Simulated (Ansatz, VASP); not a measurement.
Given: the input of a run of VASP 6.6.1 on C.

File INCAR:

```
SYSTEM = C
PREC = Accurate
ENCUT = 520
EDIFF = 1E-7
ISMEAR = -1
SIGMA = 0.05
LREAL = .FALSE.
LASPH = .TRUE.
NELM = 100
ALGO = Normal
ISIF = 2
LWAVE = .FALSE.
LCHARG = .FALSE.
GGA = PE
NBANDS = 11
```

File KPOINTS:

```
regular mesh
0
G
  12 12 3
  0 0 0
```

File POSCAR:

```
C
1.0
    2.4561701622      0.0000000000      0.0000000000
   -1.2280850811      2.1271057565      0.0000000000
    0.0000000000      0.0000000000      8.5238033600
C
2
Direct
    0.6562970000      0.3347220000     -0.0005970000
    0.3241040000      0.6627440000     -0.0010040000
```

Potentials or basis: VASP PAW PBE potentials, release 64 (C).

Launch:

```sh
$ cat potpaw_PBE.64/C/POTCAR > POTCAR
$ mpirun -np 1 vasp_std > vasp.out
```

Q: Set up the same calculation for Ansatz 0.2.0. Potentials there: Ansatz PAW.

A: As run (the cutoff follows the program's own potentials):

Contents of input.yaml:

```yaml
crystal:
  lattice:
    - [2.4561701622, 0.0, 0.0]
    - [-1.2280850811, 2.1271057565, 0.0]
    - [0.0, 0.0, 8.52380336]
  atoms:
    - { symbol: C, position: [0.656297, 0.334722, -0.000597] }
    - { symbol: C, position: [0.324104, 0.662744, -0.001004] }
hamiltonian:
  xc: pbe
  pseudopotentials: { kind: paw }
kpoints:
  mp_grid: { grid: [12, 12, 3] }
scf:
  occupations: { method: fermi_dirac, width: 0.05 }
output:
  forces: true
  stress: true
  eigenvalues: true
```

Potentials or basis: Ansatz PAW.

Run with:

```console
$ ansatz run input.yaml --threads 2 --pin off --max-ram 5120MiB --backend cpu --events-out ev --progress --plain --runs-dir out
```

Both were run:

|  | VASP | Ansatz | Ansatz less VASP |
| --- | --- | --- | --- |
| gap on the k mesh at the Fermi level (eV) | 0.20 | 0.20 | 0.000 |
| least direct gap on the mesh (eV) | 0.20 | 0.20 | 0.000 |
| rms of the force components (eV/Å) | 0.406 | 0.406 | -0.0002 |

Atom by atom the forces differ by 0.000 eV/Å (rms over components).

Caveats: odd divisions of the mesh miss points on the zone boundary, where band edges often lie, so the gap on the mesh can be too wide (Ansatz).
